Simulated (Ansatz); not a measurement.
HgTe under changes of volume

One of the cells (28.929 Å³/atom); the others are scaled copies at fixed shape and fractional positions:

```
Hg Te
1.0
    -3.04560    3.04560    1.55941
     3.04560   -3.04560    1.55941
     3.04560    3.04560   -1.55941
Hg Te
1 1
Direct
  0.75000 0.25000 0.50000
  0.00000 0.00000 0.00000
```

Measurements of this composition are mostly on another form, of space group No. 216.

| Quantity | Value |
| --- | --- |
| Program | Ansatz 0.2.0 |
| Functional | PBE |
| Potentials or basis | all-electron LAPW, scalar-relativistic |
| Cutoff | 223 eV (chosen from the basis error) |
| Basis error allowed | 0.0005 eV/atom |
| k mesh | 10 × 10 × 10 |
| Occupations | fermi-dirac, width 0.05 eV |
| Spin | no spin polarisation |

```csv
volume (Å³/atom),energy over the lowest point (meV/atom),pressure (GPa)
27.193,15.07,3.0
27.772,6.36,1.9
28.351,1.48,0.9
28.929,0.00,0.0
29.508,?,?
30.086,5.63,-1.5
30.665,12.06,-2.1
```

Problem. What does the run at 29.508 Å³/atom give?

Solution. Energy over the lowest point 1.50 meV/atom; pressure -0.8 GPa.

Worked out: A Birch-Murnaghan fit of order 3 (a polynomial in V^(-2/3)) to the other rows has its minimum at 28.91 Å³/atom with B0 = V·E''(V) = 41 GPa and B' = 5.4 at fixed shape and positions, which overstates the stiffness. It gives 1.50 meV/atom at 29.508 Å³/atom, against the run's 1.50, and -dE/dV = -0.8 GPa, against -0.8.

Energies are extrapolated to zero smearing.
